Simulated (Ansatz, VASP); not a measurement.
## ZrC: VASP beside Ansatz

```
Zr C
1.0
     0.00000    2.35021    2.35021
     2.35021    0.00000    2.35021
     2.35021    2.35021    0.00000
Zr C
1 1
Direct
  0.50000 0.50000 0.50000
  0.97873 0.97873 0.02127
```

Change from the starting cell: all C atoms moved -0.100 Å, as atom 2 along Cartesian [0 0 1].

Alike in both runs: task single point; functional PBEsol; k mesh 18 × 18 × 18; occupations gaussian, width 0.15 eV; no spin polarisation.

|  | VASP | Ansatz |
| --- | --- | --- |
| version | VASP 6.6.1 | Ansatz 0.2.0 |
| potentials or method | VASP PAW PBE potentials, release 64 (Zr_sv, C) | scalar-relativistic, plane waves, PAW |
| plane-wave cutoff (eV) | 520 | 420 |
| valence electrons in the cell | 16 | 16 |

Ansatz gave:

| Item | Value |
| --- | --- |
| gap on the k mesh at the Fermi level (eV) | none |
| pressure (GPa) | -3.8 |
| largest component of the traceless stress (GPa) | 1.75 |
| rms of the force components (eV/Å) | 0.395 |

Question: Estimate VASP's values.

Answer: gap on the k mesh at the Fermi level (eV): none; pressure (GPa): -3.4; largest component of the traceless stress (GPa): 1.76; rms of the force components (eV/Å): 0.399.

Atom by atom the forces differ by 0.003 eV/Å (rms over components). A gap of «none» marks a metal or a gap that the smearing closes.

Caveats: the PAW data sets were made with another functional, which shifts forces and pressure a little (VASP).
